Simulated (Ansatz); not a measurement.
GaN: what symmetry allows forces and stress to be

```
Ga N
1.0
     3.01334    0.00000    0.00000
    -1.50667    2.60963    0.00000
     0.00000    0.00000    5.20521
Ga N
2 2
Cartesian
  0.0000 1.7398 0.1511
  1.5067 0.8699 2.7537
  0.0000 1.7398 1.8008
  1.5067 0.8699 4.4034
```

These are results of Ansatz 0.2.0, DFT PBE, scalar-relativistic, plane waves, PAW, not measurements.

Plane waves to 420 eV, a k mesh through Γ of 12×12×6 on the computed 4-atom cell and Gaussian smearing (0.02 eV); no spin polarisation.

This distorted cell has space group P6_3mc, with 12 operations.

Q: Without a calculation: in which directions can each atom feel a force?

A: A force must be left unchanged by every operation that keeps its atom in place, so it lies in the space that those operations leave fixed. Atoms that the group maps onto each other feel forces of one size.
| atom | site symmetry | operations at the site | equivalent to atom | allowed force (Cartesian) |
| --- | --- | --- | --- | --- |
| Ga1 | 3m. | 6 | 1 | along (0.00, 0.00, 1.00) |
| Ga2 | 3m. | 6 | 1 | along (0.00, 0.00, 1.00) |
| N3 | 3m. | 6 | 3 | along (0.00, 0.00, 1.00) |
| N4 | 3m. | 6 | 3 | along (0.00, 0.00, 1.00) |

That leaves 2 independent force components of 12, tied by 1 condition that the forces sum to zero, so 1 remains. A relaxation in this cell that keeps the symmetry moves the atoms in these directions alone.

Q: And the stress tensor?

A: It must be invariant under the point group, which leaves 2 independent components: yz, xz, xy vanish; xx = yy.

Q: Do the computed values obey this?

A: Yes. Forces (eV/Å):
```
Ga1  0.000  0.000 -7.535
Ga2  0.000  0.000 -7.535
N3   0.000  0.000  7.535
N4   0.000  0.000  7.535
```

Stress (GPa, compression positive, xx yy zz yz xz xy): 21.49 21.49 80.07 0.00 0.00 0.00. The program imposes the same operations on density, forces and stress, so this confirms the analysis and is no independent test of the calculation.